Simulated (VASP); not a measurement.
Wanted: an ASE script for a VASP 6.6.1 run.

| Property | Result |
| --- | --- |
| Task | relaxation of the atoms |
| Functional | r2SCAN |
| Potentials or basis | VASP PAW PBE potentials, release 64 (Pb_d) |
| Cutoff | 520 eV |
| k mesh | 7 × 7 × 7 |
| Occupations | methfessel-paxton, width 0.1 eV |
| Spin | no spin polarisation |
| Optimiser | vasp |
| Further INCAR settings | ALGO = Normal; EDIFF = 1.00e-07; IBRION = 2; EDIFFG = -5.00e-03; NSW = 40 |

The structure of Pb lies in POSCAR:

```
Pb
1.0
   -0.0159760000      2.4621760000      2.4650880000
    2.4658500000     -0.0087910000      2.4579030000
    2.4808430000      2.4699840000     -0.0237840000
Pb
1
Direct
   -0.0017800000      0.0030650000      0.0007940000
```

The cell isn't the ideal one: cell strained at random at fixed volume.

One way to write it, as run:

run.py

```python
from ase.calculators.vasp import Vasp
from ase.io import read

atoms = read('POSCAR')
calc = Vasp(
    directory='calc',
    xc='r2scan',
    pp='PBE',
    setups='recommended',
    prec='Accurate',
    encut=520,
    ediff=1e-07,
    ismear=1,
    sigma=0.1,
    lreal=False,
    lasph=True,
    nelm=60,
    algo='Normal',
    isif=2,
    lwave=False,
    lcharg=False,
    lmixtau=True,
    ibrion=2,
    nsw=40,
    ediffg=-0.005,
    kpts=[7, 7, 7],
    gamma=True,
)
atoms.calc = calc

print('energy (eV):', atoms.get_potential_energy())
print('free energy (eV):', atoms.get_potential_energy(force_consistent=True))
print('forces (eV/A):')
print(atoms.get_forces())
print('stress (eV/A^3, Voigt):', atoms.get_stress())
print('Fermi level (eV):', calc.get_fermi_level())
print('cell (A, degrees):', atoms.cell.cellpar())
print('volume (A^3):', atoms.get_volume())
print('scaled positions:')
print(atoms.get_scaled_positions())
```

Potentials or basis: VASP PAW PBE potentials, release 64 (Pb_d).

Run with:

```bash
$ python run.py
```

Results of the run:

* Pressure after relaxing: 1.8 GPa
* Band gap on the k mesh: none (metal or under the smearing width)

Caveat: the relaxation stopped at its first step, so nothing moved; the PAW data sets were made with another functional, which shifts forces and pressure a little.

It took 3.1 min on 1 thread of Intel(R) Xeon(R) Platinum 8488C (Sapphire Rapids), on a shared host, peak memory 0.2 GiB.
